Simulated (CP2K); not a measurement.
# Pt in CP2K: the effect of functional

Pt:

```
Pt
1.0
     2.76067    0.00000    0.00000
    -1.38033    2.39081    0.00000
     0.00000    0.00000    4.79213
Pt
2
Direct
  0.33333 0.66667 0.25000
  0.66667 0.33333 0.75000
```

This isn't the form of Pt at room conditions, which is fcc.

Alike in all runs:

- Program: CP2K 2026.2
- Task: band structure
- Potentials or basis: POTENTIAL_UZH Pt GTH-PBE-q18; TZVP-MOLOPT-PBE-GTH basis
- Density cutoff: 9184 eV
- k mesh: 11 × 11 × 6
- Occupations: fermi-dirac, width 0.05 eV
- Spin: no spin polarisation

| functional | pressure (GPa) |
| --- | --- |
| LDA | -14.7 |
| PBEsol | ? |
| BEEF-vdW | 4.3 |
| RPBE | 3.0 |
| vdW-DF2 | 23.3 |
| TPSS | -6.2 |

**Question.** What does the run with functional PBEsol give?

**Answer.** Pressure -10.5 GPa.

Caveats: the potentials were made for another functional, which shifts forces and pressure; the basis of atomic orbitals isn't converged, which shifts pressures, moduli and gaps.

Runs at the PBE level aren't shown here.
